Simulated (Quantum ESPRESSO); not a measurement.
# Zr (P6_3/mmc) in Quantum ESPRESSO: a series of runs

Runs on Zr. Level: LDA. Tasks: single point, equation of state.

All numbers are computed with Quantum ESPRESSO 7.5; they aren't measurements. Logs are shortened: lines on timing, memory, paths and dates and some standing lists are left out, and cuts for length are marked.

## (1) Starting point

It takes space group P6_3/mmc (No. 194, hexagonal). The conventional cell has a = 3.232 Å, b = 3.232 Å, c = 5.147 Å, α = 90.00°, β = 90.00°, γ = 120.00°. Zr (site symmetry -6m2) is surrounded by 12 Zr at 3.18 to 3.23 Å.

## (2) Single point, LDA, 21.88 Å³/atom

File pw.in:

```
&CONTROL
  calculation = 'scf'
  prefix = 'pwscf'
  outdir = './tmp'
  pseudo_dir = './pseudo'
  tprnfor = .true.
  tstress = .true.
  disk_io = 'nowf'
/
&SYSTEM
  ibrav = 0
  nat = 2
  ntyp = 1
  ecutwfc = 70
  nbnd = 19
  occupations = 'smearing'
  smearing = 'fd'
  degauss = 0.00367493
/
&ELECTRONS
  conv_thr = 4d-10
  electron_maxstep = 120
  mixing_beta = 0.5
/
ATOMIC_SPECIES
Zr    91.2240 Zr.upf
CELL_PARAMETERS angstrom
   3.1660223034    0.0000000000    0.0000000000
  -1.5830111517    2.7418557436    0.0000000000
   0.0000000000    0.0000000000    5.0419297016
ATOMIC_POSITIONS crystal
Zr     0.6666666667    0.3333333333    0.7500000000
Zr     0.3333333333    0.6666666667    0.2500000000
K_POINTS automatic
9 9 5 0 0 0
```

Potentials or basis: PseudoDojo 0.4.1 SR LDA standard.

Launch:

```sh
$ OMP_NUM_THREADS=1 pw.x -in pw.in > pw.out
```

pw.out:

```text
This program is part of the open-source Quantum ESPRESSO suite
     for quantum simulation of materials; please cite
[... 9 lines left out ...]
     --------------------
     sticks:   dense  smooth     PW     G-vecs:    dense   smooth      PW
     Sum         685     685    199                23283    23283    3765

     Using Slab Decomposition

     bravais-lattice index     =            0
     lattice parameter (alat)  =       5.9829  a.u.
     unit-cell volume          =     295.3602 (a.u.)^3
     number of atoms/cell      =            2
     number of atomic types    =            1
     number of electrons       =        24.00
     number of Kohn-Sham states=           19
     kinetic-energy cutoff     =      70.0000  Ry
     charge density cutoff     =     280.0000  Ry
     scf convergence threshold =      4.0E-10
     mixing beta               =       0.5000
     number of iterations used =            8  plain     mixing
     Exchange-correlation= SLA  PW   NOGX NOGC
                           (   1   4   0   0   0   0   0)

     celldm(1)=   5.982915  celldm(2)=   0.000000  celldm(3)=   0.000000
     celldm(4)=   0.000000  celldm(5)=   0.000000  celldm(6)=   0.000000

     crystal axes: (cart. coord. in units of alat)
               a(1) = (   1.000000   0.000000   0.000000 )
               a(2) = (  -0.500000   0.866025   0.000000 )
               a(3) = (   0.000000   0.000000   1.592512 )

     reciprocal axes: (cart. coord. in units 2 pi/alat)
               b(1) = (  1.000000  0.577350 -0.000000 )
               b(2) = (  0.000000  1.154701  0.000000 )
               b(3) = (  0.000000 -0.000000  0.627939 )

     PseudoPot. # 1 for Zr read from file:
     Zr.upf
     Pseudo is Norm-conserving + core correction, Zval = 12.0
     Generated using ONCVPSP code by D. R. Hamann
     Using radial grid of 1584 points,  6 beta functions with:
                l(1) =   0
                l(2) =   0
                l(3) =   1
                l(4) =   1
                l(5) =   2
                l(6) =   2

     atomic species   valence    mass     pseudopotential
     Zr               12.00    91.22400     Zr( 1.00)

     24 Sym. Ops., with inversion, found (12 have fractional translation)

   Cartesian axes

     site n.     atom                  positions (alat units)
         1        Zr     tau(   1) = (   0.5000000   0.2886751   1.1943843  )
         2        Zr     tau(   2) = (  -0.0000000   0.5773503   0.3981281  )

     number of k points=    36  Fermi-Dirac smearing, width (Ry)=  0.0037
                       cart. coord. in units 2pi/alat
        k(    1) = (   0.0000000   0.0000000   0.0000000), wk =   0.0049383
        k(    2) = (   0.0000000   0.0000000   0.1255877), wk =   0.0098765
        k(    3) = (   0.0000000   0.0000000   0.2511754), wk =   0.0098765
        k(    4) = (   0.0000000   0.1283001   0.0000000), wk =   0.0296296
        k(    5) = (   0.0000000   0.1283001   0.1255877), wk =   0.0592593
        k(    6) = (   0.0000000   0.1283001   0.2511754), wk =   0.0592593
[... 28 lines left out ...]
        k(   35) = (   0.3333333   0.5773503   0.1255877), wk =   0.0197531
        k(   36) = (   0.3333333   0.5773503   0.2511754), wk =   0.0197531

     Dense  grid:    23283 G-vectors     FFT dimensions: (  32,  32,  54)

     Initial potential from superposition of free atoms

     starting charge      23.9960, renormalised to      24.0000
     Starting wfcs are   20 randomized atomic wfcs

     Self-consistent Calculation

     iteration #  1     ecut=    70.00 Ry     beta= 0.50
     Davidson diagonalization with overlap
     ethr =  1.00E-02,  avg # of iterations =  2.7

     Threshold (ethr) on eigenvalues was too large:
     Diagonalizing with lowered threshold

     Davidson diagonalization with overlap
     ethr =  9.40E-05,  avg # of iterations =  4.6

     total energy              =    -202.73337710 Ry
     estimated scf accuracy    <       0.03160361 Ry

     iteration #  2     ecut=    70.00 Ry     beta= 0.50
     Davidson diagonalization with overlap
     ethr =  1.32E-04,  avg # of iterations =  2.1

     total energy              =    -202.73583003 Ry
     estimated scf accuracy    <       0.00229079 Ry

     iteration #  3     ecut=    70.00 Ry     beta= 0.50
     Davidson diagonalization with overlap
     ethr =  9.54E-06,  avg # of iterations =  2.3

     total energy              =    -202.73613211 Ry
     estimated scf accuracy    <       0.00013879 Ry

     iteration #  4     ecut=    70.00 Ry     beta= 0.50
     Davidson diagonalization with overlap
     ethr =  5.78E-07,  avg # of iterations =  3.3

     total energy              =    -202.73615149 Ry
     estimated scf accuracy    <       0.00000242 Ry

     iteration #  5     ecut=    70.00 Ry     beta= 0.50
     Davidson diagonalization with overlap
     ethr =  1.01E-08,  avg # of iterations =  3.8

     total energy              =    -202.73615255 Ry
     estimated scf accuracy    <       0.00000055 Ry

     iteration #  6     ecut=    70.00 Ry     beta= 0.50
     Davidson diagonalization with overlap
     ethr =  2.31E-09,  avg # of iterations =  2.0

     total energy              =    -202.73615268 Ry
     estimated scf accuracy    <       0.00000007 Ry

     iteration #  7     ecut=    70.00 Ry     beta= 0.50
     Davidson diagonalization with overlap
     ethr =  2.74E-10,  avg # of iterations =  2.0

     End of self-consistent calculation

          k = 0.0000 0.0000 0.0000 (  2863 PWs)   bands (ev):

   -33.7183 -33.5159 -12.4150 -11.3513 -11.3513 -11.1788 -11.1788 -11.1756
     9.1331  11.6726  15.7211  15.7211  15.8966  16.3810  16.4748  16.4748
    17.0908  17.0908  19.5944

          k = 0.0000 0.0000 0.1256 (  2899 PWs)   bands (ev):

   -33.6994 -33.5356 -12.3047 -11.3351 -11.3351 -11.3033 -11.1954 -11.1954
     9.4875  11.6693  15.5718  15.5718  15.6333  15.7546  16.2220  16.2220
    17.6008  17.6008  19.6768

          k = 0.0000 0.0000 0.2512 (  2882 PWs)   bands (ev):

   -33.6494 -33.5869 -12.0088 -11.6271 -11.2922 -11.2922 -11.2389 -11.2389
    10.4009  11.3427  14.9710  15.0979  15.5246  15.5246  15.7809  15.7809
    18.5979  18.5979  19.4423

          k = 0.0000 0.1283 0.0000 (  2886 PWs)   bands (ev):

   -33.7002 -33.5085 -12.3693 -11.4533 -11.3845 -11.2838 -11.1956 -11.1919
     9.5010  12.0035  15.0397  15.5947  16.0672  16.1451  16.4481  16.7846
    16.7890  16.7998  19.8239

          k = 0.0000 0.1283 0.1256 (  2894 PWs)   bands (ev):

   -33.6823 -33.5272 -12.2704 -11.4328 -11.3836 -11.3663 -11.2293 -11.2106
     9.8366  12.0170  14.9456  15.0892  15.6900  15.8421  16.2957  16.5018
    17.4314  17.5147  19.8227

          k = 0.0000 0.1283 0.2512 (  2901 PWs)   bands (ev):

   -33.6349 -33.5757 -12.0060 -11.6679 -11.3700 -11.3186 -11.2950 -11.2591
    10.7166  11.6784  14.4429  14.8560  15.3471  15.7845  15.8376  16.0553
    18.4838  18.5988  19.4270

          k = 0.0000 0.2566 0.0000 (  2916 PWs)   bands (ev):

   -33.6526 -33.4912 -12.2428 -11.7104 -11.5370 -11.4636 -11.2565 -11.2288
    10.4619  12.6434  14.2609  14.3538  15.6310  16.1939  16.3554  17.0617
    17.2734  17.7202  20.2035

          k = 0.0000 0.2566 0.1256 (  2910 PWs)   bands (ev):

   -33.6375 -33.5069 -12.1881 -11.6762 -11.6063 -11.4416 -11.2816 -11.2517
    10.7153  12.7246  13.8722  14.4687  15.3513  16.1583  16.1784  17.2133
    17.6915  17.7587  20.0431

          k = 0.0000 0.2566 0.2512 (  2918 PWs)   bands (ev):

   -33.5975 -33.5476 -12.0367 -11.8300 -11.5187 -11.3837 -11.3758 -11.3111
    11.4104  12.3208  13.8097  14.4301  15.0779  15.6700  16.3500  16.7800
    18.4619  18.7573  19.4134

          k = 0.0000 0.3849 0.0000 (  2910 PWs)   bands (ev):

   -33.5932 -33.4763 -12.0682 -11.9993 -11.8062 -11.5481 -11.3557 -11.2743
    11.5490  12.5654  13.1989  14.4060  15.6804  15.8040  15.9735  18.5380
    18.5928  19.0370  20.4545

          k = 0.0000 0.3849 0.1256 (  2923 PWs)   bands (ev):

   -33.5821 -33.4875 -12.1624 -11.9208 -11.7901 -11.5226 -11.3526 -11.3012
    11.5482  12.6426  13.3006  14.2831  15.4814  15.9216  16.2330  18.4652
    18.6768  18.8203  20.2118

          k = 0.0000 0.3849 0.2512 (  2927 PWs)   bands (ev):

   -33.5531 -33.5169 -12.1679 -12.0640 -11.5762 -11.4553 -11.4121 -11.3707
    11.7666  12.3047  13.6253  14.1745  15.5392  16.0060  16.6009  17.5708
    19.1454  19.2092  19.6878
[... 99 lines left out ...]
   -33.5552 -33.4815 -12.1048 -12.0046 -11.7295 -11.6672 -11.4585 -11.3619
    12.3580  12.8414  13.5447  13.8253  15.1474  15.5996  15.9174  18.0550
    19.2117  19.8635  20.8652

          k = 0.2222 0.3849 0.2512 (  2917 PWs)   bands (ev):

   -33.5325 -33.5043 -12.1533 -12.0953 -11.6606 -11.6118 -11.4433 -11.3532
    12.4064  12.6083  13.9738  14.3178  14.8923  15.0165  16.2762  17.2864
    19.3741  20.4671  20.8366

          k = 0.2222 0.5132 0.0000 (  2927 PWs)   bands (ev):

   -33.5225 -33.4766 -12.0884 -11.9149 -11.8150 -11.7565 -11.5369 -11.5266
    12.6233  13.0499  13.1303  14.0101  15.0104  15.5411  16.5218  19.0030
    19.9794  20.0372  21.7040

          k = 0.2222 0.5132 0.1256 (  2929 PWs)   bands (ev):

   -33.5181 -33.4809 -12.1359 -12.0265 -11.8330 -11.6429 -11.5589 -11.4317
    12.4851  13.2544  13.2996  13.8777  15.0152  15.4164  16.5308  18.7889
    19.2252  20.3122  21.8485

          k = 0.2222 0.5132 0.2512 (  2929 PWs)   bands (ev):

   -33.5065 -33.4923 -12.1918 -12.1484 -11.7889 -11.6888 -11.4293 -11.3665
    12.5149  12.8763  13.7779  14.3105  14.6707  15.2310  16.7434  17.4637
    19.5221  20.2121  22.1398

          k = 0.3333 0.5774 0.0000 (  2940 PWs)   bands (ev):

   -33.4930 -33.4930 -12.0478 -11.8578 -11.8578 -11.6692 -11.6692 -11.6492
    12.5533  13.5203  13.5203  13.7484  15.1477  15.1477  16.7923  19.4911
    19.4912  19.9100  21.6869

          k = 0.3333 0.5774 0.1256 (  2943 PWs)   bands (ev):

   -33.4930 -33.4930 -12.0112 -11.9970 -11.9970 -11.6888 -11.5232 -11.5232
    12.7806  13.4526  13.4526  13.7641  15.0520  15.0520  16.7284  18.8278
    19.5871  19.5871  22.0555

          k = 0.3333 0.5774 0.2512 (  2937 PWs)   bands (ev):

   -33.4929 -33.4929 -12.1189 -12.1189 -11.9139 -11.7909 -11.3904 -11.3904
    13.3064  13.3270  13.3270  13.6951  14.9550  14.9550  16.7637  17.4285
    19.5837  19.5837  23.1675

     the Fermi energy is    14.8940 ev

!    total energy              =    -202.73615269 Ry
     estimated scf accuracy    <          1.4E-10 Ry
     smearing contrib. (-TS)   =      -0.00129539 Ry
     internal energy E=F+TS    =    -202.73485730 Ry

     The total energy is F=E-TS. E is the sum of the following terms:
     one-electron contribution =     -31.57867168 Ry
     hartree contribution      =      26.19233775 Ry
     xc contribution           =     -39.99902726 Ry
     ewald contribution        =    -157.34949610 Ry

     convergence has been achieved in   7 iterations

     Forces acting on atoms (cartesian axes, Ry/au):

     atom    1 type  1   force =     0.00000000    0.00000000    0.00000000
     atom    2 type  1   force =     0.00000000    0.00000000    0.00000000

     Total force =     0.000000     Total SCF correction =     0.000000

     Computing stress (Cartesian axis) and pressure

          total   stress  (Ry/bohr**3)                   (kbar)     P=       -1.40
  -0.00004342  -0.00000000  -0.00000000           -6.39       -0.00       -0.00
  -0.00000000  -0.00004342  -0.00000000           -0.00       -6.39       -0.00
  -0.00000000  -0.00000000   0.00005827           -0.00       -0.00        8.57

=------------------------------------------------------------------------------=
   JOB DONE.
=------------------------------------------------------------------------------=
```

Run time: 16 s. Hardware: 1 thread of Arm Neoverse V2, shared host; peak memory 0.08 GiB.

Results:

- Free energy: -2758.3659 eV
- Pressure: -0.1 GPa
- Band gap on the k mesh: none (metal or under the smearing width)

## (3) Single point, LDA, 22.35 Å³/atom

pw.in, as its differences from that of step 2:

```diff
@@ -27,5 +27,5 @@
 CELL_PARAMETERS angstrom
-   3.1660223034    0.0000000000    0.0000000000
-  -1.5830111517    2.7418557436    0.0000000000
-   0.0000000000    0.0000000000    5.0419297016
+   3.1883189697    0.0000000000    0.0000000000
+  -1.5941594848    2.7611652231    0.0000000000
+   0.0000000000    0.0000000000    5.0774374186
 ATOMIC_POSITIONS crystal
```

Potentials or basis: PseudoDojo 0.4.1 SR LDA standard.

Launch:

```sh
$ OMP_NUM_THREADS=1 pw.x -in pw.in > pw.out
```

Run time: 23 s. Hardware: 1 thread of Arm Neoverse V2, shared host; peak memory 0.08 GiB.

Results (log left out):

| Quantity | Value |
| --- | --- |
| Free energy | -2758.3588 eV |
| Pressure | -2.3 GPa |
| Band gap on the k mesh | none (metal or under the smearing width) |

## (4) Single point, LDA, 22.82 Å³/atom

pw.in, as its differences from that of step 3:

```diff
@@ -27,5 +27,5 @@
 CELL_PARAMETERS angstrom
-   3.1883189697    0.0000000000    0.0000000000
-  -1.5941594848    2.7611652231    0.0000000000
-   0.0000000000    0.0000000000    5.0774374186
+   3.2103080712    0.0000000000    0.0000000000
+  -1.6051540356    2.7802083436    0.0000000000
+   0.0000000000    0.0000000000    5.1124553350
 ATOMIC_POSITIONS crystal
```

Launch:

```sh
$ OMP_NUM_THREADS=1 pw.x -in pw.in > pw.out
```

Wall time 27 s (1 thread of Arm Neoverse V2, shared host); peak memory 0.08 GiB.

Results (log left out):

```
Free energy            : -2758.3400 eV
Pressure               : -4.2 GPa
Band gap on the k mesh : none (metal or under the smearing width)
```

## (5) Single point, LDA, 23.28 Å³/atom

pw.in, as its differences from that of step 4:

```diff
@@ -27,5 +27,5 @@
 CELL_PARAMETERS angstrom
-   3.2103080712    0.0000000000    0.0000000000
-  -1.6051540356    2.7802083436    0.0000000000
-   0.0000000000    0.0000000000    5.1124553350
+   3.2320000000    0.0000000000    0.0000000000
+  -1.6160000000    2.7989941050    0.0000000000
+   0.0000000000    0.0000000000    5.1470000000
 ATOMIC_POSITIONS crystal
```

Launch:

```sh
$ OMP_NUM_THREADS=1 pw.x -in pw.in > pw.out
```

It took 24 s on 1 thread of Arm Neoverse V2, shared host; peak memory 0.08 GiB.

The run converged. Its results:

```yaml
Free_energy: -2758.3104 eV
Pressure: -6.0 GPa
Band_gap_on_the_k_mesh: none (metal or under the smearing width)
```

## (6) Single point, LDA, 23.75 Å³/atom

pw.in, as its differences from that of step 5:

```diff
@@ -27,5 +27,5 @@
 CELL_PARAMETERS angstrom
-   3.2320000000    0.0000000000    0.0000000000
-  -1.6160000000    2.7989941050    0.0000000000
-   0.0000000000    0.0000000000    5.1470000000
+   3.2534045973    0.0000000000    0.0000000000
+  -1.6267022986    2.8175310300    0.0000000000
+   0.0000000000    0.0000000000    5.1810870861
 ATOMIC_POSITIONS crystal
```

Potentials or basis: PseudoDojo 0.4.1 SR LDA standard.

Launch:

```sh
$ OMP_NUM_THREADS=1 pw.x -in pw.in > pw.out
```

It took 24 s on 1 thread of Arm Neoverse V2, shared host; peak memory 0.08 GiB.

The run converged. Its results:

```yaml
Free_energy: -2758.2709 eV
Pressure: -7.6 GPa
Band_gap_on_the_k_mesh: none (metal or under the smearing width)
```

## (7) Single point, LDA, 24.21 Å³/atom

pw.in, as its differences from that of step 6:

```diff
@@ -27,5 +27,5 @@
 CELL_PARAMETERS angstrom
-   3.2534045973    0.0000000000    0.0000000000
-  -1.6267022986    2.8175310300    0.0000000000
-   0.0000000000    0.0000000000    5.1810870861
+   3.2745311931    0.0000000000    0.0000000000
+  -1.6372655966    2.8358271987    0.0000000000
+   0.0000000000    0.0000000000    5.2147314515
 ATOMIC_POSITIONS crystal
```

Launch:

```sh
$ OMP_NUM_THREADS=1 pw.x -in pw.in > pw.out
```

Run time: 27 s. Hardware: 1 thread of Arm Neoverse V2, shared host; peak memory 0.08 GiB.

Results (log left out):

```yaml
Free_energy: -2758.2224 eV
Pressure: -9.1 GPa
Band_gap_on_the_k_mesh: none (metal or under the smearing width)
```

## (8) Single point, LDA, 24.68 Å³/atom

pw.in, as its differences from that of step 7:

```diff
@@ -27,5 +27,5 @@
 CELL_PARAMETERS angstrom
-   3.2745311931    0.0000000000    0.0000000000
-  -1.6372655966    2.8358271987    0.0000000000
-   0.0000000000    0.0000000000    5.2147314515
+   3.2953886421    0.0000000000    0.0000000000
+  -1.6476943210    2.8538902793    0.0000000000
+   0.0000000000    0.0000000000    5.2479471970
 ATOMIC_POSITIONS crystal
```

Launch:

```sh
$ OMP_NUM_THREADS=1 pw.x -in pw.in > pw.out
```

Run time: 24 s. Hardware: 1 thread of Arm Neoverse V2, shared host; peak memory 0.08 GiB.

Results (log left out):

- Free energy: -2758.1658 eV
- Pressure: -10.4 GPa
- Band gap on the k mesh: none (metal or under the smearing width)

## (9) Equation of state, LDA

Potentials or basis: PseudoDojo 0.4.1 SR LDA standard.

This step only gathers the single runs of the series.

Results:

| Item | Value |
| --- | --- |
| Equilibrium volume | 21.86 Å³/atom (rough: see the caveat) |
| Bulk modulus at fixed shape and positions | 105 GPa (rough) |

Energy against volume, from the lowest point:
```
volume (Å³/atom)  energy (meV/atom)
          21.884               0.00
          22.350               3.52
          22.815              12.95
          23.281              27.76
          23.746              47.49
          24.212              71.72
          24.678             100.04
```

Caveat: the minimum lies outside the volumes run; the cell was scaled at fixed shape and fractional positions, which overstates the stiffness of a crystal with free parameters, most of all of layers and chains.
